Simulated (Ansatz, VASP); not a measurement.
**Cu in VASP and in Ansatz**

```
Cu
1.0
     0.00000    1.73607    1.73607
     1.73607    0.00000    1.73607
     1.73607    1.73607    0.00000
Cu
1
Direct
  0.00000 0.00000 0.00000
```

Alike in both runs: task single point; functional PBE; k mesh 12 × 12 × 12; occupations fermi-dirac, width 0.06 eV; no spin polarisation.

|  | VASP | Ansatz |
| --- | --- | --- |
| version | VASP 6.6.1 | Ansatz 0.2 development build |
| potentials or method | VASP PAW PBE potentials, release 64 (Cu), cutoff 520 eV | all-electron full-potential LAPW, scalar-relativistic |

VASP gave:

```
pressure (GPa) : 26.7
```

Question: Which values does Ansatz return?

Answer: Pressure (GPa): 26.2.

Ansatz ran all-electron here, so the differences hold the error of VASP's frozen core and of both bases.

Caveats: so large a pressure means that the cell lies far from this level's equilibrium, or that cutoff or potentials fall short (VASP).
